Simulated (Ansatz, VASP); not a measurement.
Two plane-wave programs on Au

```xyz
1
Lattice="2.7424 0.0000 0.0000 0.0000 2.7424 0.0000 0.0000 0.0000 2.7491" Properties=species:S:1:pos:R:3 pbc="T T T"
Au    1.3712    1.3712    1.3745
```

Alike in both runs: functional PBE; k mesh 6 × 6 × 8; occupations gaussian, width 0.1 eV; no spin polarisation.

Ansatz relaxed the structure, and its values are those at the end. VASP's run is a single point on that final structure, the one shown.

|  | VASP | Ansatz |
| --- | --- | --- |
| version | VASP 6.6.1 | Ansatz 0.2.0 |
| potentials or method | VASP PAW PBE potentials, release 64 (Au) | scalar-relativistic, plane waves, PAW |
| plane-wave cutoff (eV) | 520 | 420 |
| valence electrons in the cell | 11 | 19 |

Ansatz gave:

| Item | Value |
| --- | --- |
| gap on the k mesh at the Fermi level (eV) | none |
| pressure (GPa) | 0.0 |

**Question.** Estimate VASP's values.

**Answer.** gap on the k mesh at the Fermi level (eV): none; pressure (GPa): -0.2.

A gap of «none» marks a metal or a gap that the smearing closes. The two sets of potentials don't hold the same shells in valence.

Caveats: the k mesh is coarse (spacing up to 0.38 Å⁻¹), so the values aren't converged. The runs have no spin-orbit coupling, so splittings on Au are missing.
